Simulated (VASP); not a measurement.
Wanted: the native input for a VASP 6.6.1 run.

| Quantity | Value |
| --- | --- |
| Task | single point |
| Functional | PBE |
| Potentials or basis | VASP PAW PBE potentials, release 64 (Si) |
| Cutoff | 600 eV |
| k mesh | 11 × 11 × 1 |
| Occupations | fermi-dirac, width 0.05 eV |
| Spin | no spin polarisation |
| Dipole correction | yes |
| Further INCAR settings | ALGO = Normal; EDIFF = 1e-06 |

The structure of Si lies in POSCAR:

```
Si
1.0
    2.3993200000      0.0000000000      0.0000000000
    0.0000000000      2.4179400000      0.0000000000
    0.0000000000      0.0000000000     23.8000000000
Si
1
Direct
    0.5000000000      0.5000000000      0.2941200000
```

The cell was built by a generator and needn't be a form met in nature.

One way to write it, as run:

INCAR

```
SYSTEM = Si
PREC = Accurate
ENCUT = 600
EDIFF = 1E-6
ISMEAR = -1
SIGMA = 0.05
LREAL = .FALSE.
LASPH = .TRUE.
NELM = 80
ALGO = Normal
ISIF = 2
LWAVE = .FALSE.
LCHARG = .FALSE.
LDIPOL = .TRUE.
IDIPOL = 3
DIPOL = 0.5 0.5 0.294
GGA = PE
```

KPOINTS

```
Automatic mesh
0
G
  11 11 1
  0 0 0
```

Potentials or basis: VASP PAW PBE potentials, release 64 (Si).

The run is started by

```console
$ cat potpaw_PBE.64/Si/POTCAR > POTCAR
$ mpirun -np 1 vasp_std > vasp.out
```

Results of the run:

- Band gap on the k mesh: none (metal or under the smearing width)

Wall time 20 s on 1 thread of Intel(R) Xeon(R) 6975P-C (Granite Rapids), on a shared host, peak memory 0.26 GiB.
